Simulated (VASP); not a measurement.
This VASP 6.6.1 run on HgSe needs a look.

Contents of run.py:

```python
from ase.calculators.vasp import Vasp
from ase.dft.bandgap import bandgap
from ase.io import read

atoms = read('HgSe.cif')
calc = Vasp(
    directory='calc',
    xc='pbesol',
    pp='PBE',
    setups='recommended',
    pp_version='54',
    prec='Accurate',
    encut=520,
    ediff=1e-07,
    sigma=0.02,
    lreal=False,
    lasph=True,
    nelm=84,
    algo='Normal',
    isif=2,
    lwave=False,
    lcharg=True,
    ismeer=0,
    kpts=[8, 8, 8],
    gamma=True,
)
atoms.calc = calc

print('energy (eV):', atoms.get_potential_energy())
print('free energy (eV):', atoms.get_potential_energy(force_consistent=True))
efermi = calc.get_fermi_level()
print('Fermi level (eV):', efermi)
path = atoms.cell.bandpath(npoints=40, eps=1e-4)
print('path:', path.path)
calc.set(kpts=path.kpts, reciprocal=True, icharg=11, isym=0, lcharg=False)
calc.calculate(atoms)
print('gap on the path (eV):', bandgap(calc, efermi=efermi)[0])
print('direct gap on the path (eV):', bandgap(calc, efermi=efermi, direct=True)[0])
```

File HgSe.cif:

```cif
data_HgSe
_cell_length_a 4.29779502
_cell_length_b 4.29779502
_cell_length_c 4.29779502
_cell_angle_alpha 60.00000000
_cell_angle_beta 60.00000000
_cell_angle_gamma 60.00000000
_space_group_name_H-M_alt 'P1'
_space_group_name_Hall 'P 1'
_space_group_IT_number 1
loop_
_space_group_symop_operation_xyz
'x,y,z'
loop_
_atom_site_label
_atom_site_type_symbol
_atom_site_symmetry_multiplicity
_atom_site_Wyckoff_symbol
_atom_site_fract_x
_atom_site_fract_y
_atom_site_fract_z
_atom_site_occupancy
Hg1 Hg 1 a 0.0000000000 0.0000000000 0.0000000000 1
Se1 Se 1 a 0.7500000000 0.7500000000 0.7500000000 1
```

Potentials or basis: VASP PAW PBE potentials, release 54 (Hg, Se).

The run is started by

```console
$ python run.py
```

Output:

```text
energy (eV): -4.79824506
free energy (eV): -4.79825478
Fermi level (eV): 1.63699778
path: GXWKGLUWLK,UX
[... 3 lines left out ...]
```

OUTCAR:

```text
ENCUT = 520.000000
[... 563 lines left out ...]
  free  energy   TOTEN  =        -4.1321635415 eV

  energy  without entropy=       -4.1314169819  energy(sigma->0) =       -4.13191469
```

How did it end, and where is the flaw?

Self-consistency was reached. The input holds a flaw that was put in on purpose: misspelt tag (ISMEAR = left out; ISMEER = 0). The program doesn't stop on it, so the numbers can't be trusted though the run ends normally.
